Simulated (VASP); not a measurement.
A run of VASP 6.6.1 is set up as follows.

File INCAR:

```
ALGO     = Normal         # electronic algorithm
EDIFF    = 1E-6           # SCF threshold, eV
ENCUT    = 520            # plane-wave cutoff, eV
ISIF     = 2              # what is computed and relaxed
ISMEAR   = 0              # smearing method
LASPH    = True           # aspherical terms in the spheres
LCHARG   = False          # write CHGCAR
LMIXTAU  = True         
LREAL    = False          # projectors in reciprocal space
LWAVE    = False          # write WAVECAR
METAGGA  = R2SCAN         # meta-GGA
NELM     = 80             # most SCF steps
PREC     = Accurate       # precision mode
SIGMA    = 0.03           # smearing width, eV
```

Contents of KPOINTS:

```
k-points
0
Gamma
  8 8 8
```

POSCAR

```
InP                                     
1.0
    0.0000000000      2.9393308163      2.9393308163
    2.9393308163      0.0000000000      2.9393308163
    2.9393308163      2.9393308163      0.0000000000
  In              P             
     1     1
Direct
     0.0000000000000000    0.0000000000000000    0.0000000000000000
     0.2500000000000000    0.2500000000000000    0.2500000000000000
```

The input KPOINTS_OPT:

```
explicit points
252
Reciprocal
 0.0000000000  0.0000000000  0.0000000000 1
 0.0357142857  0.0000000000  0.0357142857 1
 0.0714285714  0.0000000000  0.0714285714 1
 0.1071428571  0.0000000000  0.1071428571 1
 0.1428571429  0.0000000000  0.1428571429 1
 0.1785714286  0.0000000000  0.1785714286 1
[... 244 lines left out ...]
 0.5115429000  0.0230858000  0.5115429000 1
 0.4884571000 -0.0230858000  0.4884571000 1
```

Potentials or basis: VASP PAW PBE potentials, release 64 (In_d, P).

The run is started by

```sh
$ cat potpaw_PBE.64/In_d/POTCAR potpaw_PBE.64/P/POTCAR > POTCAR
$ mpirun -np 1 vasp_std > vasp.out
```

Task: Estimate the band gap along the path.

Result: 1.12 eV, direct.

Task: Predict the band gap on the k mesh.

Result: 1.12 eV, direct.

Levels at the corners of the path, in eV from the valence-band top:
| point | band 7 | band 8 | band 9 | band 10 | band 11 | band 12 |
| --- | --- | --- | --- | --- | --- | --- |
| Γ | 0.00 | 0.00 | 0.00 | 1.12 | 4.44 | 4.44 |
| X | -5.84 | -2.38 | -2.38 | 2.02 | 2.55 | 9.83 |
| X | -5.84 | -2.38 | -2.38 | 2.02 | 2.55 | 9.83 |
| W | -5.68 | -3.02 | -2.96 | 4.58 | 4.77 | 6.02 |
| W | -5.68 | -3.02 | -2.96 | 4.58 | 4.77 | 6.02 |
| K | -5.69 | -3.37 | -1.99 | 2.65 | 4.74 | 8.00 |
| K | -5.69 | -3.37 | -1.99 | 2.65 | 4.74 | 8.00 |
| Γ | 0.00 | 0.00 | 0.00 | 1.12 | 4.44 | 4.44 |
| Γ | 0.00 | 0.00 | 0.00 | 1.12 | 4.44 | 4.44 |
| L | -5.83 | -0.99 | -0.99 | 1.84 | 5.16 | 5.16 |
| L | -5.83 | -0.99 | -0.99 | 1.84 | 5.16 | 5.16 |
| U | -5.69 | -3.37 | -1.99 | 2.65 | 4.74 | 8.00 |
| U | -5.69 | -3.37 | -1.99 | 2.65 | 4.74 | 8.00 |
| W | -5.68 | -3.02 | -2.96 | 4.58 | 4.77 | 6.02 |
| W | -5.68 | -3.02 | -2.96 | 4.58 | 4.77 | 6.02 |
| L | -5.83 | -0.99 | -0.99 | 1.84 | 5.16 | 5.16 |
| L | -5.83 | -0.99 | -0.99 | 1.84 | 5.16 | 5.16 |
| K | -5.69 | -3.37 | -1.99 | 2.65 | 4.74 | 8.00 |
| U | -5.69 | -3.37 | -1.99 | 2.65 | 4.74 | 8.00 |
| X | -5.84 | -2.38 | -2.38 | 2.02 | 2.55 | 9.83 |

Caveat: spin-orbit coupling is left out, which moves the levels of the heavy elements.

**Measured values to compare with.**

A printed reference work, data compilation reports, for a bulk crystal of InP at 1.6 K: band gap 1.4236 eV (direct).

A measured gap of InP is 1.4236 eV (direct; 1.6 K; a printed reference work, data compilation); the calculated 1.12 eV misses it by -0.31 eV. Spin-orbit coupling on In is left out. The value is that of r2SCAN, without temperature or zero-point motion.
